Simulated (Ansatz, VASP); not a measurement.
# CaSe in VASP and in Ansatz

INCAR

```
SYSTEM = CaSe
PREC     = Accurate       ! precision mode
ENCUT    = 520            ! plane-wave cutoff, eV
EDIFF    = 1E-6           ! SCF threshold, eV
ISMEAR   = -1             ! smearing method
SIGMA    = 0.05           ! smearing width, eV
LREAL    = .FALSE.        ! projectors in reciprocal space
LASPH    = .TRUE.         ! aspherical terms in the spheres
NELM     = 100            ! most SCF steps
ALGO     = Normal         ! electronic algorithm
ISIF     = 2              ! what is computed and relaxed
LWAVE    = .FALSE.        ! write WAVECAR
LCHARG   = .TRUE.         ! write CHGCAR
GGA      = PE             ! functional
LELF     = .TRUE.         ! ELF
LVHAR    = .TRUE.       
NBANDS   = 15             ! bands
```

KPOINTS

```
regular mesh
0
G
  7 7 7
  0 0 0
```

POSCAR

```
CaSe
1.0
    0.0000000000      3.3000000000      3.3000000000
    3.3000000000      0.0000000000      3.3000000000
    3.3000000000      3.3000000000      0.0000000000
Se Ca
1 1
Direct
    0.2500000000      0.2500000000      0.2500000000
    0.0000000000      0.0000000000      0.0000000000
```

Contents of input.yaml:

```yaml
crystal:
  lattice:
    - [0.0, 3.3, 3.3]
    - [3.3, 0.0, 3.3]
    - [3.3, 3.3, 0.0]
  atoms:
    - { symbol: Se, position: [0.25, 0.25, 0.25] }
    - { symbol: Ca, position: [0.0, 0.0, 0.0] }
hamiltonian:
  xc: pbe
  pseudopotentials: { kind: paw }
kpoints:
  mp_grid: { grid: [7, 7, 7] }
scf:
  occupations: { method: fermi_dirac, width: 0.05 }
output:
  forces: true
  stress: true
  eigenvalues: true
```

The cell comes from a database or a generator and needn't be the stable form of this composition.

Alike in both runs: task single point; functional PBE; k mesh 7 × 7 × 7; occupations fermi-dirac, width 0.05 eV; no spin polarisation.

|  | VASP | Ansatz |
| --- | --- | --- |
| version | VASP 6.6.1 | Ansatz 0.2.0 |
| potentials or method | VASP PAW PBE potentials, release 64 (Se, Ca_sv) | Ansatz PAW |
| plane-wave cutoff (eV) | 520 | 420 |
| valence electrons in the cell | 16 | 26 |

|  | VASP | Ansatz | Ansatz less VASP |
| --- | --- | --- | --- |
| gap on the k mesh at the Fermi level (eV) | 3.15 | 3.15 | +0.001 |
| least direct gap on the mesh (eV) | 3.24 | 3.24 | 0.000 |
| pressure (GPa) | -0.1 | -0.2 | -0.10 |

The two sets of potentials don't hold the same shells in valence.

Caveats: an odd mesh through Γ misses points on the zone boundary, where band edges often lie (VASP); odd divisions of the mesh miss points on the zone boundary, where band edges often lie, so the gap on the mesh can be too wide (Ansatz). A hybrid or GW would open this gap; PBE tends to underestimate it.
